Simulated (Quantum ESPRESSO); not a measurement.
Crystal: Ni.

```
Ni
1.0
    -1.38372    1.38372    1.38372
     1.38372   -1.38372    1.38372
     1.38372    1.38372   -1.38372
Ni
1
Direct
  0.00000 0.00000 0.00000
```

This isn't the form of Ni at room conditions, which is fcc.

```yaml
Program: Quantum ESPRESSO 7.5
Task: single point
Functional: PBE
Potentials_or_basis: SSSP 1.3 efficiency PBE
Cutoff: 748 eV
Density_cutoff: 5987 eV
k_mesh: 13 × 13 × 13
Occupations: fermi-dirac, width 0.05 eV
Spin: collinear spin, ferromagnetic start
Starting_moments: "[1.0] μB"
```

On this cell: pressure 7.6 GPa; net moment 0.61 μB per cell; site moments Ni +0.64 μB; band gap on the k mesh none (metal or under the smearing width).

The same run follows on a disturbed copy (cell strained at random at fixed volume):

```
CELL_PARAMETERS angstrom
-1.38853 1.36313 1.43177
1.33108 -1.36244 1.37363
1.41530 1.38921 -1.43108
ATOMIC_POSITIONS crystal
Ni 0.97925 0.97687 0.98052
```

Question: What changes?

Answer: The energy (extrapolated to zero smearing) moves by +10.7 meV/atom; pressure 8.0 GPa; net moment 0.61 μB per cell; site moments Ni +0.64 μB; band gap on the k mesh none (metal or under the smearing width).

Stress tensor (GPa, compression positive):
```
 7.03 -3.12  7.14
-3.12  7.80 -0.45
 7.14 -0.45  9.23
```
